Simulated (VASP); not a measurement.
Input of a VASP 6.6.1 run:

The input INCAR:

```
SYSTEM = Co
PREC     = Accurate       ! precision mode
ENCUT    = 520            ! plane-wave cutoff, eV
EDIFF    = 1E-7           ! SCF threshold, eV
ISMEAR   = -1             ! smearing method
SIGMA    = 0.05           ! smearing width, eV
LREAL    = .FALSE.        ! projectors in reciprocal space
LASPH    = .TRUE.         ! aspherical terms in the spheres
NELM     = 100            ! most SCF steps
ALGO     = Normal         ! electronic algorithm
ISIF     = 2              ! what is computed and relaxed
LWAVE    = .FALSE.        ! write WAVECAR
LCHARG   = .TRUE.         ! write CHGCAR
ISPIN    = 2              ! spin polarisation
MAGMOM   = 2              ! initial moments
LORBIT   = 11             ! projections on sites
LMAXMIX  = 4              ! l up to which the mixer works
GGA      = PE             ! functional
LELF     = .TRUE.         ! ELF
LVHAR    = .TRUE.       
NBANDS   = 14             ! bands
```

File KPOINTS:

```
Automatic mesh
0
G
  13 13 13
  0 0 0
```

File POSCAR:

```
Co
1.0
    0.0000000000      1.7566572351      1.7566572351
    1.7566572351      0.0000000000      1.7566572351
    1.7566572351      1.7566572351      0.0000000000
Co
1
Direct
    0.0000000000      0.0000000000      0.0000000000
```

Potentials or basis: VASP PAW PBE potentials, release 64 (Co).

The run is started by

```bash
$ cat potpaw_PBE.64/Co/POTCAR > POTCAR
$ mpirun -np 1 vasp_std > vasp.out
```

Task: Estimate the net moment.

Result: 1.63 μB per cell.

Task: Predict the band gap on the k mesh.

Result: None (metal or under the smearing width).
